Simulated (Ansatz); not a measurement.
**Effective masses and thermopower of BaSnO₃ (Pm-3m)**

```yaml
crystal:
  lattice:
    - [4.13131, 0.00000, 0.00000]
    - [0.00000, 4.13131, 0.00000]
    - [0.00000, 0.00000, 4.13131]
  atoms:
    - { symbol: Ba, position: [0.50000, 0.50000, 0.50000] }
    - { symbol: Sn, position: [0.00000, 0.00000, 0.00000] }
    - { symbol: O, position: [0.00000, 0.50000, 0.00000] }
    - { symbol: O, position: [0.50000, 0.00000, 0.00000] }
    - { symbol: O, position: [0.00000, 0.00000, 0.50000] }
```

Calculation: r2SCAN with spin-orbit coupling, rigid bands (plane waves, PAW; Ansatz, a first-principles code). How the cell was made: cell and atoms relaxed with r2SCAN.

```yaml
band_gap: 1.57 eV
electron conductivity mass (300 K, dilute): 0.20 mₑ
hole conductivity mass (300 K, dilute): 1.96 mₑ
effective density of states N_c (300 K): 2.3e18 cm⁻³
effective density of states N_v (300 K): 3.4e20 cm⁻³
density_of_states_mass_electrons: 0.20 mₑ
density_of_states_mass_holes: 5.7 mₑ
Seebeck coefficient, n-type 1e19 cm⁻³, 300 K: -115 μV/K
best n-type power factor at 300 K for τ = 10 fs (best axis; densities from 1e16 to 1e21 cm⁻³ tried, whether or not they can be reached): 1.79 μW/(cm·K²) at 1e19 cm⁻³
Seebeck coefficient, p-type 1e19 cm⁻³, 300 K: 535 μV/K
```

Rigid bands; masses and Seebeck coefficients take one relaxation time τ for all states and one kind of carrier; polarons and phonon drag are left out.
